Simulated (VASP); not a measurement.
# CdTe (F-43m) in VASP: notebook

Aim: see how the results for CdTe move with the level of theory and the settings. Levels: revPBE+D4, PBE exchange alone, PBE. Tasks: single point.

All numbers are computed with VASP 6.6.1; they aren't measurements. Logs are shortened: lines on timing, memory, paths and dates and some standing lists are left out, and cuts for length are marked.

**Measured values to compare with.**

From a printed reference work, data compilation, for a bulk crystal of CdTe at 0 K: band gap 1.607 eV.

How close the calculation comes is told below.

## (1) The cell of the first run

The structure is cubic, space group F-43m (No. 216). Conventional cell: a = 6.452 Å, b = 6.452 Å, c = 6.452 Å, α = 90.00°, β = 90.00°, γ = 90.00°. Within 3.7 Å of Te (site symmetry -43m) lie 4 Cd at 2.79 Å. Within 3.7 Å of Cd (site symmetry -43m) lie 4 Te at 2.79 Å.

## (2) Single point, revPBE+D4

File INCAR:

```
ALGO     = Normal         # electronic algorithm
EDIFF    = 1E-7           # SCF threshold, eV
ENCUT    = 520            # plane-wave cutoff, eV
GGA      = RE             # functional
ISIF     = 2              # what is computed and relaxed
ISMEAR   = -1             # smearing method
IVDW     = 13             # dispersion correction
LASPH    = T              # aspherical terms in the spheres
LCHARG   = T              # write CHGCAR
LELF     = T              # ELF
LREAL    = F              # projectors in reciprocal space
LVHAR    = T            
LWAVE    = F              # write WAVECAR
NBANDS   = 16             # bands
NELM     = 60             # most SCF steps
PREC     = Accurate       # precision mode
SIGMA    = 0.05           # smearing width, eV
```

File KPOINTS:

```
k-points
0
Gamma
  7 7 7
```

File POSCAR:

```
CdTe
1.0
    0.0000000000      3.2262257841      3.2262257841
    3.2262257841      0.0000000000      3.2262257841
    3.2262257841      3.2262257841      0.0000000000
Te Cd
1 1
Direct
    0.7500000000      0.7500000000      0.7500000000
    0.0000000000      0.0000000000      0.0000000000
```

Potentials or basis: VASP PAW PBE potentials, release 64 (Te, Cd).

On the command line:

```sh
$ cat potpaw_PBE.64/Te/POTCAR potpaw_PBE.64/Cd/POTCAR > POTCAR
$ mpirun -np 1 vasp_std > vasp.out
```

OUTCAR:

```text
EDIFF = 1E-7
   ENCUT = 520
   GGA = RE
   ISIF = 2
   ISMEAR = -1
   IVDW = 13
   LASPH = T
   LREAL = F
   NELM = 60
   PREC = Accurate

 ion  position               nearest neighbor table
   1  0.750  0.750  0.750-   2 2.79   2 2.79   2 2.79   2 2.79
   2  0.000  0.000  0.000-   1 2.79   1 2.79   1 2.79   1 2.79

  LATTYP: Found a face centered cubic cell.
 ALAT       =     6.4524515682

  Lattice vectors:

 A1 = (   0.0000000000,   3.2262257841,   3.2262257841)
 A2 = (   3.2262257841,   0.0000000000,   3.2262257841)
 A3 = (   3.2262257841,   3.2262257841,   0.0000000000)

Analysis of symmetry for initial positions (statically):
=====================================================================
 Subroutine PRICEL returns:
 Original cell was already a primitive cell.

 Routine SETGRP: Setting up the symmetry group for a
 face centered cubic supercell.

 Subroutine GETGRP returns: Found 24 space group operations
 (whereof 24 operations were pure point group operations)
 out of a pool of 48 trial point group operations.

The static configuration has the point symmetry T_d .

Analysis of symmetry for dynamics (positions and initial velocities):
=====================================================================
 Subroutine PRICEL returns:
 Original cell was already a primitive cell.

 Routine SETGRP: Setting up the symmetry group for a
 face centered cubic supercell.

 Subroutine GETGRP returns: Found 24 space group operations
 (whereof 24 operations were pure point group operations)
 out of a pool of 48 trial point group operations.

The dynamic configuration has the point symmetry T_d .

 Subroutine INISYM returns: Found 24 space group operations
 (whereof 24 operations are pure point group operations),
 and found     1 'primitive' translations

----------------------------------------------------------------------------------------

                                     Primitive cell

  volume of cell :      67.1606

  direct lattice vectors                    reciprocal lattice vectors
     0.000000000  3.226225784  3.226225784    -0.154979854  0.154979854  0.154979854
     3.226225784  0.000000000  3.226225784     0.154979854 -0.154979854  0.154979854
     3.226225784  3.226225784  0.000000000     0.154979854  0.154979854 -0.154979854

  length of vectors
     4.562572259  4.562572259  4.562572259     0.268432981  0.268432981  0.268432981

[... 74 lines left out ...]
   NELM   =     60;   NELMIN=  2; NELMDL= -5     # of ELM steps
   EDIFF  = 0.1E-06   stopping-criterion for ELM
   LREAL  =      F    real-space projection
   EDIFFG = 0.1E-05   stopping-criterion for IOM
   NSW    =      0    number of steps for IOM
   IBRION =     -1    ionic relax: 0-MD 1-quasi-New 2-CG
   NFREE  =      0    steps in history (QN), initial steepest desc. (CG)
   ISIF   =      2    stress and relaxation
   ISYM   =      2    0-nonsym 1-usesym 2-fastsym
   POTIM  = 0.5000    time-step for ionic-motion
   TEBEG  =    0.0;   TEEND  =   0.0 temperature during run
   PSTRESS=    0.0 pullay stress
   NELECT =      18.0000    total number of electrons
   NUPDOWN=      -1.0000    fix difference up-down
   EMIN   =  10.00;   EMAX   =-10.00  energy-range for DOS
   EFERMI =   0.00;   METHOD = LEGACY
   ISMEAR =    -1;   SIGMA  =   0.05  broadening in eV -4-tet -1-fermi 0-gaus
   EFERMI_NEDOS =   21; number of points for ismear=-14 and -15
   IALGO  =     38    algorithm
   IMIX   =      4    mixing-type and parameters
     AMIX     =   0.40;   BMIX     =  1.00
     AMIX_MAG =   1.60;   BMIX_MAG =  1.00
  volume/ion in A,a.u.               =      33.58       226.61
  Fermi-wavevector in a.u.,A,eV,Ry     =   1.055506  1.994618 15.158169  1.114094
  Thomas-Fermi vector in A             =   2.190707
   LORBIT       =      0    0 simple, 1 ext, 2 COOP (PROOUT), +10 PAW based schemes
   GGA     = RE    functional components
   LHFCALC =     F    Hartree Fock is set to
   AEXX    =    0.0000 exact exchange contribution
   IVDW    =    13    specifies the selected vdW correction
   LEPSILON=     F    determine dielectric tensor
   LRPA    =     F    only Hartree local field effects (RPA)
 non-spin polarized calculation
  energy-cutoff  :      520.00
  volume of cell :       67.16
 maximum number of plane-waves:      1829
 NGX is ok and might be reduce to    36
   NGX = 17   NGY = 17   NGZ = 17

 number of electron      17.9999994 magnetization

 Free energy of the ion-electron system (eV)
  ---------------------------------------------------
  ext. energy  EPLUGINS =         0.00000000
  ---------------------------------------------------
  free energy    TOTEN  =        -4.15919701 eV

  energy without entropy =       -4.15919587  energy(sigma->0) =       -4.15919644

 E-fermi :   3.0449     XC(G=0):  -8.4843

 val. band max:        2.5522255101   @ k =   0.0000   0.0000   0.0000
 cond. band min:       3.4745279004   @ k =   0.0000   0.0000   0.0000
 fundamental gap:      0.9223023904
 Fermi energy:         3.0449094584

 k-point     1 :       0.0000    0.0000    0.0000
  band No.  band energies     occupation
      1      -8.6652      2.00000
      2      -5.7856      2.00000
      3      -5.7856      2.00000
      4      -5.7856      2.00000
      5      -5.5167      2.00000
      6      -5.5167      2.00000
[... 357 lines left out ...]
      3      -5.6523      2.00000
      4      -5.5486      2.00000
      5      -5.5132      2.00000
      6      -4.9418      2.00000
[... 8 lines left out ...]
     15      12.7963      0.00000
     16      14.6721      0.00000

------------------------ aborting loop because EDIFF is reached ----------------------------------------

  DFT-D4 for vdW energy calculation

  Edisp (eV):   -1.15201

  FORCE on cell =-STRESS in cart. coord.  units (eV):
  Direction    XX          YY          ZZ          XY          YZ          ZX
  --------------------------------------------------------------------------------------
  -------------------------------------------------------------------------------------
  Total       0.54792     0.54792     0.54792    -0.00000     0.00000     0.00000
  in kB      13.07111    13.07111    13.07111    -0.00000     0.00000     0.00000
  external pressure =       13.07 kB  Pullay stress =        0.00 kB

 VOLUME and BASIS-vectors are now :
 -----------------------------------------------------------------------------
  energy-cutoff  :      520.00
  volume of cell :       67.16
      direct lattice vectors                 reciprocal lattice vectors
     0.000000000  3.226225784  3.226225784    -0.154979854  0.154979854  0.154979854
     3.226225784  0.000000000  3.226225784     0.154979854 -0.154979854  0.154979854
     3.226225784  3.226225784  0.000000000     0.154979854  0.154979854 -0.154979854

 POSITION                                       TOTAL-FORCE (eV/Angst)
 -----------------------------------------------------------------------------------
      4.83934      4.83934      4.83934         0.000000     -0.000000     -0.000000
      0.00000      0.00000      0.00000        -0.000000      0.000000      0.000000
 -----------------------------------------------------------------------------------
    total drift:                                0.000000      0.000000      0.000000

  FREE ENERGIE OF THE ION-ELECTRON SYSTEM (eV)
  ---------------------------------------------------
  free  energy   TOTEN  =        -5.3112058728 eV

  energy  without entropy=       -5.3112047365  energy(sigma->0) =       -5.31120530
```

Wall time 21 s (1 thread of AMD EPYC 9R45 (Zen 5), shared host); peak memory 0.18 GiB.

What came out:

```
Free energy                : -5.3112 eV
Pressure                   : 1.3 GPa
Band gap on the k mesh     : 0.92 eV, direct
Dispersion energy per atom : -0.576 eV
```

Levels at points of the mesh, in eV from the valence-band top:
```
           k point  band 7  band 8  band 9  band 10  band 11  band 12
(0.00, 0.00, 0.00)    0.00    0.00    0.00     0.92     4.64     4.64
```

Caveat: the PAW data sets were made with another functional, which shifts forces and pressure a little; spin-orbit coupling is left out, which moves the levels of the heavy elements.

## (3) Single point, PBE exchange alone

This run uses another cell than the first one, of 32.92 Å³/atom, 0.980 times its volume.

File INCAR:

```
SYSTEM = CdTe
AGGAC = 0.0
ALDAC = 0.0
ALGO = Normal
EDIFF = 1E-6
ENCUT = 520
GGA = PE
ISIF = 2
ISMEAR = -1
LASPH = .TRUE.
LCHARG = .FALSE.
LREAL = .FALSE.
LWAVE = .FALSE.
NBANDS = 16
NELM = 80
PREC = Accurate
SIGMA = 0.05
```

File KPOINTS:

```
k-points
0
G
  7 7 7
  0 0 0
```

File POSCAR:

```
CdTe
1.0
    0.0000000000      3.2050000000      3.2050000000
    3.2050000000      0.0000000000      3.2050000000
    3.2050000000      3.2050000000      0.0000000000
Te Cd
1 1
Direct
    0.7500000000      0.7500000000      0.7500000000
    0.0000000000      0.0000000000      0.0000000000
```

Potentials or basis: VASP PAW PBE potentials, release 64 (Te, Cd).

On the command line:

```sh
$ cat potpaw_PBE.64/Te/POTCAR potpaw_PBE.64/Cd/POTCAR > POTCAR
$ mpirun -np 1 vasp_std > vasp.out
```

It took 18 s on 1 thread of AMD EPYC 9R45 (Zen 5), shared host; peak memory 0.18 GiB.

The run converged. Its results:

```yaml
Free_energy: -2.3732 eV
Pressure: 11.7 GPa
Band_gap_on_the_k_mesh: 0.83 eV, direct
```

Levels at points of the mesh, in eV from the valence-band top:
```
           k point  band 7  band 8  band 9  band 10  band 11  band 12
(0.00, 0.00, 0.00)    0.00    0.00    0.00     0.83     4.58     4.58
```

Caveat: spin-orbit coupling is left out, which moves the levels of the heavy elements.

## (4) Single point, PBE

This run uses another cell than the first one, of 32.92 Å³/atom, 0.980 times its volume.

File INCAR:

```
SYSTEM = CdTe
PREC = Accurate
ENCUT = 520
EDIFF = 1E-6
ISMEAR = 0
SIGMA = 0.026000000000000002
LREAL = .FALSE.
LASPH = .TRUE.
NELM = 80
ALGO = Normal
ISIF = 2
LWAVE = .FALSE.
LCHARG = .FALSE.
GGA = PE
NBANDS = 16
```

File KPOINTS:

```
regular mesh
0
G
  7 7 7
  0 0 0
```

POSCAR is that of step 3.

On the command line:

```sh
$ cat potpaw_PBE.64/Te/POTCAR potpaw_PBE.64/Cd/POTCAR > POTCAR
$ mpirun -np 1 vasp_std > vasp.out
```

It took 13 s on 1 thread of Intel Xeon Platinum 8488C (Sapphire Rapids), shared host; peak memory 0.21 GiB.

It converged, with:

```yaml
Free_energy: -4.7253 eV
Pressure: 4.4 GPa
Band_gap_on_the_k_mesh: 0.87 eV, direct
```

Levels at points of the mesh, in eV from the valence-band top:
```csv
k point,band 5,band 6,band 7,band 8,band 9,band 10,band 11,band 12,band 13,band 14
"(0.00, 0.00, 0.00)",-8.12,-8.12,0.00,0.00,0.00,0.87,4.58,4.58,4.58,7.51
```

Caveat: spin-orbit coupling is left out, which moves the levels of the heavy elements.

## (5) Single point, PBE

This run uses another cell than the first one, of 32.92 Å³/atom, 0.980 times its volume.

File INCAR:

```
  PREC = Accurate
  ENCUT = 520
  EDIFF = 1E-7
  ISMEAR = 0
  SIGMA = 0.028000000000000004
  LREAL = F
  LASPH = T
  NELM = 100
  ALGO = Normal
  ISIF = 2
  LWAVE = F
  LCHARG = T
  GGA = PE
  LELF = T
  LVHAR = T
  NBANDS = 16
```

File KPOINTS:

```
Automatic mesh
0
Gamma
  7 7 7
```

POSCAR is that of step 4.

On the command line:

```sh
$ cat potpaw_PBE.64/Te/POTCAR potpaw_PBE.64/Cd/POTCAR > POTCAR
$ mpirun -np 1 vasp_std > vasp.out
```

It took 17 s on 1 thread of Intel Xeon Platinum 8488C (Sapphire Rapids), shared host; peak memory 0.21 GiB.

The run converged. Its results:

- Free energy: -4.7253 eV
- Pressure: 4.4 GPa
- Band gap on the k mesh: 0.87 eV, direct

Levels at points of the mesh, in eV from the valence-band top:
```csv
k point,band 7,band 8,band 9,band 10,band 11,band 12
"(0.00, 0.00, 0.00)",0.00,0.00,0.00,0.87,4.58,4.58
```

Caveat: spin-orbit coupling is left out, which moves the levels of the heavy elements.

## (6) Overview

```csv
level,cell,smearing,gap on the mesh (eV),pressure (GPa)
revPBE+D4,"a = 4.563 Å, angles 60.0°, 2 atoms",fermi-dirac 0.05 eV,0.92,1.3
PBE exchange alone,"a = 4.533 Å, angles 60.0°, 2 atoms",fermi-dirac 0.05 eV,0.83,11.7
PBE,"a = 4.533 Å, angles 60.0°, 2 atoms",gaussian 0.026 eV,0.87,4.4
PBE,"a = 4.533 Å, angles 60.0°, 2 atoms",gaussian 0.028 eV,0.87,4.4
```

Alike in all rows: task single point; potentials or basis VASP PAW PBE potentials, release 64 (Te, Cd); no spin polarisation; k mesh 7 × 7 × 7; cutoff (eV) 520.

Caveats: spin-orbit coupling is left out, which moves the levels of the heavy elements; the PAW data sets were made with another functional, which shifts forces and pressure a little (some runs).

Absolute energies hang on the potentials; compare differences alone.

## (7) Against experiment

Step 2. Against the measured gap of CdTe, 1.607 eV (0 K; a printed reference work, data compilation), the calculated 0.92 eV is off by -0.68 eV. Spin-orbit coupling on Cd, Te is left out. The value is that of revPBE+D4, without temperature or zero-point motion. Semilocal functionals fall short of measured gaps as a rule.
